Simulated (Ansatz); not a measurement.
Input and command of a plane-wave DFT calculation in Ansatz:

```yaml
crystal:
  lattice:
    - [-1.4605231524, -2.5342845994, 2.8262119545]
    - [1.4981699146, 2.4854496674, 2.8021273145]
    - [-4.3683118872, 2.4696098192, -0.0506767812]
  atoms:
    - { symbol: W, position: [0.7315108925, 0.384255311, 0.4937742407] }
    - { symbol: W, position: [-0.0182351916, -0.0731921475, 0.006996352] }
    - { symbol: W, position: [0.5325460162, 0.4160578033, 0.0003731977] }
    - { symbol: W, position: [0.3092532464, 0.8283735225, 0.4892773465] }
    - { symbol: C, position: [0.6822073568, 0.7263523372, 0.3073308885] }
    - { symbol: C, position: [-0.0612690309, 0.4091753272, 0.8074909125] }
    - { symbol: C, position: [0.5374981521, 0.0691984965, 0.8416806067] }
    - { symbol: C, position: [0.2864885584, 0.2397793498, 0.3864097886] }
basis:
  ecutwfc: 420
kpoints:
  mp_grid: { grid: [8, 8, 8] }
hamiltonian:
  xc: pbe
scf:
  occupations: { method: gaussian, width: 0.15 }
output:
  forces: true
  stress: true
  eigenvalues: true
  write_density: true
  write_potential: true
  elf: true
  volumetric_format: npy
relax:
  adjacent_minimum: "off"
  f_tol: 0.01
  max_steps: 80
```

```bash
ansatz run input.yaml --threads 2 --pin off --max-ram 5120MiB --backend cpu --events-out ev --progress --plain --runs-dir out
```

Processor: Arm Neoverse V1, 2 threads, on a host shared with other jobs.

Problem. How long does it run, and how much memory does it take?

Solution. About 6.4 min on 2 threads of Arm Neoverse V1, with other jobs on the host, peak memory 0.88 GiB. It solves 44 bands at 260 k points (the mesh reduced by the symmetry that the task leaves, which can be less than the crystal's) with about 1601 plane waves, in 32 SCF iterations over 6 ionic steps.
